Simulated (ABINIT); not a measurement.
Crystal: Sb.

```
Sb
1.0
     6.09448    0.00000    0.00000
     0.00000    6.09448    0.00000
     0.00000    0.00000    2.98320
Sb
3
Direct
  0.00000 0.00000 0.00000
  0.00000 0.50000 0.00000
  0.50000 0.00000 0.00000
```

The cell was built by a generator and needn't be a form met in nature.

| Quantity | Value |
| --- | --- |
| Program | ABINIT 10.8.3 (patched build) |
| Task | single point |
| Functional | PBE |
| Potentials or basis | JTH PAW PBE v2.0 |
| Cutoff | 435 eV |
| k mesh | 5 × 5 × 9 |
| Occupations | fermi-dirac, width 0.05 eV |
| Spin | no spin polarisation |

On this cell: pressure 0.3 GPa; largest force under 0.003 eV/Å; band gap on the k mesh none (metal or under the smearing width).

The same run follows on a disturbed copy (atoms moved at random, drawn with an rms of 0.05 Å):

```
Sb
1.0
     6.09448    0.00000    0.00000
     0.00000    6.09448    0.00000
     0.00000    0.00000    2.98320
Sb
3
Cartesian
  -0.0056 -0.0427 -0.0144
  0.0267 3.0503 0.0268
  3.0840 0.0155 -0.0508
```

Task: What does the disturbed cell give?

Result: The energy (extrapolated to zero smearing) moves by +0.4 meV/atom; pressure 0.3 GPa; largest force 0.070 eV/Å; band gap on the k mesh none (metal or under the smearing width).

Forces in eV/Å, atoms in the order of the input:
```
Sb   0.025  0.009 -0.001
Sb   0.027 -0.052 -0.018
Sb  -0.052  0.042  0.019
```

Stress tensor (GPa, compression positive):
```
-0.77  0.00 -0.01
 0.00 -0.75  0.01
-0.01  0.01  2.52
```
